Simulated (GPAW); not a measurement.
Crystal: Cr.

```
Cr
1.0
     2.71400    0.00000    0.00000
    -1.35700    2.35039    0.00000
     0.00000    0.00000    4.41000
Cr
2
Direct
  0.66667 0.33333 0.75000
  0.33333 0.66667 0.25000
```

This isn't the form of Cr at room conditions, which is bcc.

| Quantity | Value |
| --- | --- |
| Program | GPAW 26.7.0 |
| Task | single point |
| Functional | PBEsol |
| Potentials or basis | PAW data sets generated in the run's folder for this functional |
| Cutoff | 600 eV |
| Basis | pw |
| k mesh | 11 × 11 × 6 |
| Occupations | fermi-dirac, width 0.05 eV |
| Spin | collinear spin, ferromagnetic start |
| Starting moments | [3.0, 3.0] μB |

On this cell: pressure -31.9 GPa; largest force under 0.003 eV/Å; net moment 1.81 μB per cell; site moments Cr +0.80 μB; band gap on the k mesh none (metal or under the smearing width).

The same run follows on a disturbed copy (atoms moved at random, drawn with an rms of 0.05 Å):

```xyz
2
Lattice="2.7140 0.0000 0.0000 -1.3570 2.3504 0.0000 0.0000 0.0000 4.4100" Properties=species:S:1:pos:R:3 pbc="T T T"
Cr    1.3866    0.7851    3.2815
Cr    0.0005    1.5516    1.1229
```

What does the disturbed cell give?

The energy (extrapolated to zero smearing) moves by +0.4 meV/atom; pressure -31.5 GPa; largest force 0.085 eV/Å; net moment 1.89 μB per cell; site moments Cr +0.83 μB; band gap on the k mesh none (metal or under the smearing width).

Forces on the atoms (eV/Å):
```
Cr   0.028  0.016  0.079
Cr  -0.028 -0.016 -0.079
```

Stress tensor (GPa, compression positive):
```
-32.26   0.43   0.03
  0.43 -32.76   0.02
  0.03   0.02 -29.60
```

Caveats: a pressure of tens of GPa on the cell as given is suspect, and the run, the potentials or the cell itself is likely at fault (some runs); the cell as given lies far from equilibrium (some runs).
